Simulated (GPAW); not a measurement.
**A GW chain in GPAW: CaSe (Fm-3m)**

Aim: the G0W0 gap of CaSe (Fm-3m) on PBE, step by step.

Calculated with GPAW 26.7.0; PBE and many-body steps on it, plane waves.

This is a report of a sequence of runs, with most program output left out.

The database entry behind the starting cell differs from later determinations by our own check (0.1 to 0.3 % short, probably kX units), so it need not match the best structure at ambient conditions.

### 1. Starting point

Symmetry: Fm-3m, No. 225, cubic system. Conventional cell: a = 5.912 Å, b = 5.912 Å, c = 5.912 Å, α = 90.00°, β = 90.00°, γ = 90.00°. Nearest to Ca lie 6 Se at 2.96 Å. Nearest to Se lie 6 Ca at 2.96 Å. Farther neighbours and most contacts between anions are not listed.

The cell and positions come from the Crystallography Open Database and are kept as given unless a step says otherwise.

### 2. Ground state

This step: GPAW 26.7.0; DFT, PBE, plane waves, PAW.

The ground-state density comes first.

File run.py:

```python
import json
import numpy as np
from gpaw.mpi import world
from ase import Atoms
from gpaw import GPAW, PW, FermiDirac

atoms = Atoms(['Ca', 'Se'],
    cell=[[0.0000000000, 2.9560000000, 2.9560000000],
      [2.9560000000, 0.0000000000, 2.9560000000],
      [2.9560000000, 2.9560000000, 0.0000000000]],
    scaled_positions=[[0.0000000000, 0.0000000000, 0.0000000000],
      [0.5000000000, 0.5000000000, 0.5000000000]],
    pbc=(True, True, True))
calc = GPAW(mode=PW(450),
    xc='PBE',
    kpts={'size': (8, 8, 8), 'gamma': True},
    occupations=FermiDirac(0.001),
    nbands=-7,
    convergence={'density': 1e-6, 'bands': -3},
    maxiter=100,
    txt='gs.txt')
atoms.calc = calc
res = {'energy': atoms.get_potential_energy()}
kpts = calc.get_ibz_k_points()
res['kpts'] = kpts
res['eigenvalues'] = [calc.get_eigenvalues(kpt=k) for k in range(len(kpts))]
res['n_electrons'] = calc.get_number_of_electrons()
calc.write('gs.gpw')

if world.rank == 0:
    with open('result.json', 'w') as f:
        json.dump(res, f, default=lambda x: x.tolist())
```

On the command line:

```console
> mpirun -n 4 gpaw python run.py
```

Wall time 6.7 s (4 MPI ranks of Arm Neoverse V1, shared host); peak memory 0.6 GiB.

Numbers from this step:

| Property | Result |
| --- | --- |
| total energy | -9.554 eV |
| gap | 2.045 eV |
| k of the valence top | 0, 0, 0 |
| k of the conduction bottom | 0.5, 0.5, 0 |
| least direct gap | 2.982 eV |

The gap is indirect, with the least direct gap 0.94 eV higher.

### 3. Empty states on the mesh, 4×4×4 mesh, 473 bands

The sums over transitions need many empty states on a uniform mesh; this step solves for them.

File run.py:

```python
import json
import numpy as np
from gpaw.mpi import world
from gpaw import GPAW

calc = GPAW('gs.gpw').fixed_density(kpts={'size': (4, 4, 4), 'gamma': True},
    parallel={'domain': 1, 'band': 1},
    txt='nscf.txt')
calc.diagonalize_full_hamiltonian(nbands=473)
calc.write('full.gpw', mode='all')
res = {}
kpts = calc.get_ibz_k_points()
res['kpts'] = kpts
res['eigenvalues'] = [calc.get_eigenvalues(kpt=k) for k in range(len(kpts))]
res['n_electrons'] = calc.get_number_of_electrons()

if world.rank == 0:
    with open('result.json', 'w') as f:
        json.dump(res, f, default=lambda x: x.tolist())
```

On the command line:

```console
> mpirun -n 4 gpaw python run.py
```

Run time: 8.9 s. Hardware: 4 MPI ranks; peak memory 1 GiB.

Numbers from this step:

- gap: 2.045 eV
- k of the valence top: 0, 0, 0
- k of the conduction bottom: 0.5, 0.5, 0
- least direct gap: 2.982 eV
- k points computed: 8
- lowest point of the top converged band, above the valence top: 237.1247 eV

On this mesh the gap is 2.045 eV.

### 4. Screening and self-energy, 4×4×4 mesh, 215 bands, screening to 150 eV

Now the one-shot GW correction: screening in the RPA, then the self-energy of the levels asked for.

This step: G0W0 on PBE, plane waves, PAW.

File run.py:

```python
import json
import numpy as np
from gpaw.mpi import world
from gpaw.response.g0w0 import G0W0

gw = G0W0('full.gpw',
    filename='gw',
    kpts=[0, 5],
    bands=(6, 10),
    ecut=150,
    nbands=215,
    integrate_gamma='WS',
    ppa=True)
gw.calculate()
res = {mode: {k: v for k, v in r.items() if k != 'sigma_eskwn'}
       for mode, r in gw.all_results.items()}

if world.rank == 0:
    with open('result.json', 'w') as f:
        json.dump(res, f, default=lambda x: x.tolist())
```

On the command line:

```console
> mpirun -n 4 gpaw python run.py
```

Elapsed: 63 s, on 4 MPI ranks; peak memory 1.2 GiB; 4.2 min of CPU time.

Numbers from this step:

```
G0W0 gap on the points computed              : 3.740 eV
least direct G0W0 gap on the computed points : 4.648 eV
Z at the valence top                         : 0.7977
Z at the conduction bottom                   : 0.8175
starting gap on the mesh                     : 2.045 eV
k of the valence top                         : 0, 0, 0
k of the conduction bottom                   : 0.5, 0.5, 0
```

The gap on the mesh goes from 2.05 eV to 3.74 eV, a correction of +1.70 eV.

Limits: finite bands, cutoff and mesh; no spin-orbit coupling; coarse k mesh. v1 is the top filled band, c1 the lowest empty one. Levels before and after the correction, in eV, zero at the valence-band top of each column:

```
           conduction bottom  valence top
Kohn-Sham               2.05         0.00
     G0W0               3.74         0.00
```

|  | level | energy (eV) |
| --- | --- | --- |
| Kohn-Sham | Γ v2-v1 | 0.000 |
| Kohn-Sham | Γ c1 | 3.365 |
| Kohn-Sham | Γ c2 | 3.715 |
| Kohn-Sham | (0.5 0.5 0) v2-v1 | -0.937 |
| Kohn-Sham | (0.5 0.5 0) c1 | 2.045 |
| Kohn-Sham | (0.5 0.5 0) c2 | 5.024 |
| G0W0 | Γ v2-v1 | 0.000 |
| G0W0 | Γ c1 | 4.648 |
| G0W0 | Γ c2 | 5.976 |
| G0W0 | (0.5 0.5 0) v2-v1 | -1.061 |
| G0W0 | (0.5 0.5 0) c1 | 3.740 |
| G0W0 | (0.5 0.5 0) c2 | 7.886 |

### 5. Where the time went

Times are wall times on 4 MPI ranks of Arm Neoverse V1, shared host, good to a factor of about two.

| step | time | share | memory (GiB) |
| --- | --- | --- | --- |
| ground state | 6.7 s | 9 % | 0.6 |
| empty states on the mesh | 8.9 s | 11 % | 1.0 |
| screening and self-energy | 63 s | 80 % | 1.2 |

### 6. Results

```
PBE gap              : 2.05 eV, indirect
G0W0 gap on the mesh : 3.74 eV
GW settings          : 4×4×4 mesh, 215 bands, screening to 150 eV, Godby-Needs plasmon pole
known limits         : not at the basis limit; no spin-orbit coupling; coarse k mesh
```

**Reading.** G0W0 moves the gap on the mesh from 2.05 eV to 3.74 eV (+1.70 eV), with Z of 0.80 and 0.82 at the edges. Only 2 of the mesh's irreducible points were corrected, so a valley elsewhere could overtake. The dearest step here is «screening and self-energy». Bands and cutoff are finite, so the gap is not at the basis limit. The miss can reach some tenths of an eV and take either sign; the mesh is an error of its own. These stock PAW sets were not made for GW; the filled d or f shell of Se lies in the frozen core, which bears on start and correction. In the G0W0 run levels were corrected at 2 k points alone, so a gap called «on the mesh» is the least over those, and an edge elsewhere would be missed. The 4×4×4 mesh is coarse for this cell, which bears on the long-range parts of exchange and screening. The many-body steps are scalar-relativistic: spin-orbit coupling is not in them.

[Paths, hosts, dates, memory and timing lines, banners, echoed tables and standing remarks are left out of the program output.]

[Logs are printed without paths, hosts, clocks, repeated set-up lines and the standing remarks that a program may print on its own settings, such as how far it seeks lower states.]

[Runs of the session that timed out or met a known fault of the program may be left out.]

[Hosts, paths, dates, database ids (printed as entryN), source tags and the programs' standing remarks are cut or masked in the printed files.]
